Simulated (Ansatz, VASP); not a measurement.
Sc: VASP beside Ansatz

Contents of INCAR:

```
  PREC = Accurate
  ENCUT = 520
  EDIFF = 1E-6
  ISMEAR = 0
  SIGMA = 0.1
  LREAL = False
  LASPH = True
  NELM = 60
  ALGO = Normal
  ISIF = 2
  LWAVE = False
  LCHARG = False
  GGA = PE
  NBANDS = 12
```

File KPOINTS:

```
Automatic mesh
0
Gamma
  6 6 6
```

POSCAR

```
Sc
1.0
    0.0000000000      2.2705000000      2.2705000000
    2.2705000000      0.0000000000      2.2705000000
    2.2705000000      2.2705000000      0.0000000000
Sc
1
Direct
    0.0000000000      0.0000000000      0.0000000000
```

Input for Ansatz:

```yaml
crystal:
  lattice:
    - [0.0, 2.2705, 2.2705]
    - [2.2705, 0.0, 2.2705]
    - [2.2705, 2.2705, 0.0]
  atoms:
    - { symbol: Sc, position: [0.0, 0.0, 0.0] }
basis:
  ecutwfc: 420
kpoints:
  mp_grid: { grid: [6, 6, 6] }
hamiltonian:
  xc: pbe
scf:
  occupations: { method: gaussian, width: 0.1 }
output:
  forces: true
  stress: true
  eigenvalues: true
```

This isn't the form of Sc at room conditions, which is hcp.

Alike in both runs: task single point; functional PBE; k mesh 6 × 6 × 6; occupations gaussian, width 0.1 eV; no spin polarisation.

```csv
,VASP,Ansatz
version,VASP 6.6.1,Ansatz 0.2.0
potentials or method,"VASP PAW PBE potentials, release 64 (Sc_sv)","scalar-relativistic, plane waves, PAW"
plane-wave cutoff (eV),520,420
valence electrons in the cell,11,11
```

|  | VASP | Ansatz | Ansatz less VASP |
| --- | --- | --- | --- |
| gap on the k mesh at the Fermi level (eV) | none | none | - |
| pressure (GPa) | 3.1 | 3.1 | -0.03 |

A gap of «none» marks a metal or a gap that the smearing closes. The functional is the same, so the differences come from potentials, cutoffs and numerics.

Caveats: the k mesh is coarse (spacing up to 0.40 Å⁻¹), so the values aren't converged.
